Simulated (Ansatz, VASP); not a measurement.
Pd: VASP beside Ansatz

Contents of INCAR:

```
SYSTEM = Pd
PREC = Accurate
ENCUT = 520
EDIFF = 1E-6
ISMEAR = -1
SIGMA = 0.1
LREAL = .False.
LASPH = .True.
NELM = 150
ALGO = Normal
ISIF = 2
LWAVE = .False.
LCHARG = .False.
MAGMOM = 0 0 0 0 0 0
LORBIT = 11
LSORBIT = .True.
GGA_COMPAT = .False.
LORBMOM = .True.
LMAXMIX = 4
NBANDS = 32
```

Contents of KPOINTS:

```
regular mesh
0
Gamma
  10 10 10
  0 0 0
```

Contents of POSCAR:

```
Pd
1.0
    0.0000000000      2.8091345367      2.8091345367
    2.8091345367      0.0000000000      2.8091345367
    2.8091345367      2.8091345367      0.0000000000
Pd
2
Direct
    0.1250000000      0.1250000000      0.1250000000
    0.8750000000      0.8750000000      0.8750000000
```

Input for Ansatz:

```yaml
crystal:
  lattice:
    - [0.0, 2.8091345367, 2.8091345367]
    - [2.8091345367, 0.0, 2.8091345367]
    - [2.8091345367, 2.8091345367, 0.0]
  atoms:
    - { symbol: Pd, position: [0.125, 0.125, 0.125] }
    - { symbol: Pd, position: [0.875, 0.875, 0.875] }
hamiltonian:
  xc: lda
  pseudopotentials:
    kind: paw_fr
    azcp:
      Pd: "pseudopotentials/Pd.paw.azcp"
basis:
  ecutwfc: 420
  fft_grid_basis: typed
kpoints:
  mp_grid: { grid: [10, 10, 10], shift: [0, 0, 0] }
magnetization:
  noncollinear: true
  spin_orbit: true
scf:
  occupations: { method: fermi_dirac, width: 0.1 }
```

Alike in both runs: task single point; functional LDA; k mesh 10 × 10 × 10; occupations fermi-dirac, width 0.1 eV; non-collinear spin, spin-orbit coupling.

|  | VASP | Ansatz |
| --- | --- | --- |
| version | VASP 6.6.1 | Ansatz 0.2.0 |
| potentials or method | VASP PAW LDA potentials, release 64 (Pd) | plane waves (420 eV) with PAW, fully relativistic with spin-orbit coupling |
| plane-wave cutoff (eV) | 520 | 420 |
| valence electrons in the cell | 20 | 36 |

```tsv
	VASP	Ansatz	Ansatz less VASP
net moment per atom (μB)	0.00	0.00	0.000
```

The two sets of potentials don't hold the same shells in valence. Ansatz warned: «pseudo_functional_mismatch».
